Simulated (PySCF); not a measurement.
A series of derivatives of pyridine

Parent skeleton `[cH:1]1[cH:2][cH:3][n:4][cH:5][cH:6]1`; one hydrogen on atom 1 is replaced by X. Hydrogens on one atom are averaged.

- PBE0/pcSseg-1 with gauge-including orbitals
- coordinates at the GFN2-xTB level
- code: PySCF
- non-relativistic Hamiltonian, rapidly exchanging positions averaged, single conformer, isolated molecule

δ = σ(ref) − σ, references computed at the same level: TMS for ¹³C (σ = 186.93 ppm), ¹H (σ = 31.72 ppm); ¹⁵N (σ = 267.73 ppm) vs NH3.

Parent (X = H): C1 141.4, C2/C6 128.5, C3/C5 156.1, N4 361.9, H(C2)/H(C6) 7.42, H(C3)/H(C5) 9.00 ppm. Effects are Δδ = δ(X) − δ(H), positive for deshielding.

(1) Give Δδ (ppm) for X = OSiH3, CH2OCH3, vinyl, SO2CH3, CH2SiH3, nPr, F, cPr, CF3.

(2) Which position responds most, and to which substituents?

## Answers

(1) 
```
      X              SMILES     C1  C2/C6  C3/C5     N4  H(C2)/H(C6)  H(C3)/H(C5)
  OSiH3     [SiH3]Oc1ccncc1  +27.3  -11.2   +0.9  -21.4        -0.57        -0.16
CH2OCH3         COCc1ccncc1  +12.4   -4.3   -0.7   -7.0        -0.03        -0.07
  vinyl         C=Cc1ccncc1   +6.9   -3.5   +0.5   +0.3        -0.03        -0.04
 SO2CH3  CS(=O)(=O)c1ccncc1  +16.5   -2.9   +0.9  +15.3        +0.41        +0.27
CH2SiH3     [SiH3]Cc1ccncc1  +14.0   -1.2   +0.0  -11.7        -0.26        -0.17
    nPr         CCCc1ccncc1  +16.9   -0.5   -0.1   -9.0        -0.21        -0.12
      F           Fc1ccncc1  +38.2  -11.9   +1.9  -11.3        -0.24        -0.04
    cPr     c1cc(C2CC2)ccn1  +18.5   -4.2   -0.5  -11.2        -0.47        -0.19
    CF3    FC(F)(F)c1ccncc1   +3.9   -3.3   +0.6  +10.4        +0.34        +0.23
```

(2) N4: from -21.4 ppm with OSiH3 to +15.3 ppm with SO2CH3.

Experimental scales use liquid or dissolved standards, which lie at an offset from isolated NH3 (liquid NH3: subtract about 20 ppm). Unscaled 15N shifts of sp2 nitrogen come out 20 to 40 ppm too high even then.
